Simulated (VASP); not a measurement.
# MgO (P6_3mc) in VASP: equation of state, part 2 of 2

VASP 6.6.1. Earlier steps stand in the parts before.

**6. Equation of state, PBE, 12.28 Å³/atom (volume scaled by 1.04)**

INCAR reads:

```
SYSTEM = MgO
PREC = Accurate ; ENCUT = 520
EDIFF = 1E-7 ; ISMEAR = -1
SIGMA = 0.05 ; LREAL = .FALSE.
LASPH = .TRUE. ; NELM = 60
ALGO = Normal ; ISIF = 2
LWAVE = .FALSE. ; LCHARG = .FALSE.
GGA = PE ; NBANDS = 16
```

KPOINTS reads:

```
Automatic mesh
0
G
  9 9 6
  0 0 0
```

POSCAR reads:

```
MgO
1.0
    3.3513154912      0.0000000000      0.0000000000
   -1.6756577457      2.9023243515      0.0000000000
    0.0000000000      0.0000000000      5.0484534221
Mg O
2 2
Direct
    0.6666666667      0.3333333333      0.5021597400
    0.3333333333      0.6666666667      0.0021597400
    0.6666666667      0.3333333333      0.9024402600
    0.3333333333      0.6666666667      0.4024402600
```

Potentials or basis: VASP PAW PBE potentials, release 64 (Mg, O).

Started as:

```bash
$ cat potpaw_PBE.64/Mg/POTCAR potpaw_PBE.64/O/POTCAR > POTCAR
$ mpirun -np 1 vasp_std > vasp.out
```

OUTCAR:

```text
SYSTEM = MgO
   PREC = Accurate
   ENCUT = 520
   EDIFF = 1E-7
   ISMEAR = -1
   LREAL = .FALSE.
   LASPH = .TRUE.
   NELM = 60
   ISIF = 2
   GGA = PE

 ion  position               nearest neighbor table
   1  0.667  0.333  0.502-   4 2.00   4 2.00   4 2.00   3 2.02   2 3.18   2 3.18   2 3.18   2 3.18
                             2 3.18   2 3.18
   2  0.333  0.667  0.002-   3 2.00   3 2.00   3 2.00   4 2.02   1 3.18   1 3.18   1 3.18   1 3.18
                             1 3.18   1 3.18
   3  0.667  0.333  0.902-   2 2.00   2 2.00   2 2.00   1 2.02
   4  0.333  0.667  0.402-   1 2.00   1 2.00   1 2.00   2 2.02

  LATTYP: Found a hexagonal cell.
 ALAT       =     3.3513154912
 C/A-ratio  =     1.5064094787

  Lattice vectors:

 A1 = (   3.3513154912,   0.0000000000,   0.0000000000)
 A2 = (  -1.6756577457,   2.9023243515,   0.0000000000)
 A3 = (   0.0000000000,   0.0000000000,   5.0484534221)

Analysis of symmetry for initial positions (statically):
=====================================================================
 Subroutine PRICEL returns:
 Original cell was already a primitive cell.

 Routine SETGRP: Setting up the symmetry group for a
 hexagonal supercell.

 Subroutine GETGRP returns: Found 12 space group operations
 (whereof  6 operations were pure point group operations)
 out of a pool of 24 trial point group operations.

The static configuration has the point symmetry C_3v.
 The point group associated with its full space group is C_6v.

Analysis of symmetry for dynamics (positions and initial velocities):
=====================================================================
 Subroutine PRICEL returns:
 Original cell was already a primitive cell.

 Routine SETGRP: Setting up the symmetry group for a
 hexagonal supercell.

 Subroutine GETGRP returns: Found 12 space group operations
 (whereof  6 operations were pure point group operations)
 out of a pool of 24 trial point group operations.

[... 150 lines left out ...]
  Fermi-wavevector in a.u.,A,eV,Ry     =   1.126527  2.128827 17.266653  1.269063
  Thomas-Fermi vector in A             =   2.263209
   LORBIT       =      0    0 simple, 1 ext, 2 COOP (PROOUT), +10 PAW based schemes
   GGA     = PE    functional components
   LHFCALC =     F    Hartree Fock is set to
   AEXX    =    0.0000 exact exchange contribution
   IVDW    =     0    specifies the selected vdW correction
   LEPSILON=     F    determine dielectric tensor
   LRPA    =     F    only Hartree local field effects (RPA)
 non-spin polarized calculation
  energy-cutoff  :      520.00
  volume of cell :       49.10
 maximum number of plane-waves:      1350
 NGX is ok and might be reduce to    28
   NGX = 13   NGY = 13   NGZ = 19

 number of electron      16.0000002 magnetization

 Free energy of the ion-electron system (eV)
  ---------------------------------------------------
  ext. energy  EPLUGINS =         0.00000000
  ---------------------------------------------------
  free energy    TOTEN  =       -23.52812756 eV

  energy without entropy =      -23.52812756  energy(sigma->0) =      -23.52812756

 E-fermi :   2.0190     XC(G=0):  -9.5759

 val. band max:        0.9466133049   @ k =   0.0000   0.0000   0.0000
 cond. band min:       4.1988376490   @ k =   0.0000   0.0000   0.0000
 fundamental gap:      3.2522243442
 Fermi energy:         2.0189682194

 k-point     1 :       0.0000    0.0000    0.0000
  band No.  band energies     occupation
      1     -15.2013      2.00000
      2     -14.4542      2.00000
      3      -2.2181      2.00000
      4       0.1817      2.00000
      5       0.1817      2.00000
      6       0.5168      2.00000
[... 737 lines left out ...]
      3      -1.8049      2.00000
      4      -1.8049      2.00000
      5       0.1047      2.00000
      6       0.1047      2.00000
[... 8 lines left out ...]
     15      15.6733      0.00000
     16      15.6733      0.00000

 [... further k-points ...]

------------------------ aborting loop because EDIFF is reached ----------------------------------------

  FORCE on cell =-STRESS in cart. coord.  units (eV):
  Direction    XX          YY          ZZ          XY          YZ          ZX
  --------------------------------------------------------------------------------------
  -------------------------------------------------------------------------------------
  Total       -0.6277120     -0.6277120     -0.3442612      0.0000000     -0.0000000      0.0000000
  in kB      -20.4810108    -20.4810108    -11.2325671      0.0000000     -0.0000000      0.0000000
  external PRESSURE =     -17.3981963 kB  Pullay stress =       0.0000000 kB

 VOLUME and BASIS-vectors are now :
 -----------------------------------------------------------------------------
  energy-cutoff  :      520.00
  volume of cell :       49.10
      direct lattice vectors                 reciprocal lattice vectors
     3.351315491  0.000000000  0.000000000     0.298390290  0.172275714  0.000000000
    -1.675657746  2.902324351  0.000000000     0.000000000  0.344551428  0.000000000
     0.000000000  0.000000000  5.048453422     0.000000000  0.000000000  0.198080465

 POSITION                                       TOTAL-FORCE (eV/Angst)
 -----------------------------------------------------------------------------------
      1.67566      0.96744      2.53513         0.000000      0.000000      0.044074
     -0.00000      1.93488      0.01090        -0.000000      0.000000      0.044074
      1.67566      0.96744      4.55593         0.000000     -0.000000     -0.044074
     -0.00000      1.93488      2.03170        -0.000000     -0.000000     -0.044074
 -----------------------------------------------------------------------------------
    total drift:                               -0.000000      0.000000     -0.000925

  FREE ENERGIE OF THE ION-ELECTRON SYSTEM (eV)
  ---------------------------------------------------
  free  energy   TOTEN  =       -23.5281275552 eV

  energy  without entropy=      -23.5281275552  energy(sigma->0) =      -23.52812756
```

It took 30 s on 1 thread of Intel Xeon Platinum 8488C (Sapphire Rapids), shared host; peak memory 0.19 GiB.

Results:

| Item | Value |
| --- | --- |
| Free energy | -23.5281 eV |
| Pressure | -1.7 GPa |
| Largest force | 0.044 eV/Å |
| Band gap on the k mesh | 3.25 eV, direct |

Caveat: an odd mesh through Γ misses points on the zone boundary, where band edges often lie.

**7. Equation of state, PBE, 12.51 Å³/atom (volume scaled by 1.06)**

INCAR reads:

```
  PREC = Accurate
  ENCUT = 520
  EDIFF = 1E-7
  ISMEAR = -1
  SIGMA = 0.05
  LREAL = False
  LASPH = True
  NELM = 100
  ALGO = Normal
  ISIF = 2
  LWAVE = False
  LCHARG = False
  GGA = PE
  NBANDS = 16
```

KPOINTS reads:

```
Automatic mesh
0
Gamma
  9 9 6
```

POSCAR reads:

```
MgO
1.0
    3.3726620253      0.0000000000      0.0000000000
   -1.6863310127      2.9208109923      0.0000000000
    0.0000000000      0.0000000000      5.0806100433
Mg O
2 2
Direct
    0.6666666667      0.3333333333      0.5021597400
    0.3333333333      0.6666666667      0.0021597400
    0.6666666667      0.3333333333      0.9024402600
    0.3333333333      0.6666666667      0.4024402600
```

Started as:

```bash
$ cat potpaw_PBE.64/Mg/POTCAR potpaw_PBE.64/O/POTCAR > POTCAR
$ mpirun -np 1 vasp_std > vasp.out
```

Run time: 29 s. Hardware: 1 thread of Intel Xeon Platinum 8488C (Sapphire Rapids), shared host; peak memory 0.19 GiB.

The run converged. Its results:

| Item | Value |
| --- | --- |
| Free energy | -23.5127 eV |
| Pressure | -3.8 GPa |
| Largest force | 0.060 eV/Å |
| Band gap on the k mesh | 3.15 eV, direct |

Caveat: an odd mesh through Γ misses points on the zone boundary, where band edges often lie.

**8. Equation of state, PBE**

Potentials or basis: VASP PAW PBE potentials, release 64 (Mg, O).

No new run: the results of the series are fitted here.

Results:

* Equilibrium volume: 12.11 Å³/atom
* Bulk modulus at fixed shape and positions: 117 GPa
* Pressure derivative of the bulk modulus: 4.1

Energy against volume, from the lowest point:
| volume (Å³/atom) | energy (meV/atom) |
| --- | --- |
| 11.096 | 35.58 |
| 11.332 | 20.09 |
| 11.568 | 9.30 |
| 11.804 | 2.74 |
| 12.040 | 0.00 |
| 12.276 | 0.72 |
| 12.512 | 4.59 |

Caveat: the cell was scaled at fixed shape and fractional positions, which overstates the stiffness of a crystal with free parameters, most of all of layers and chains.
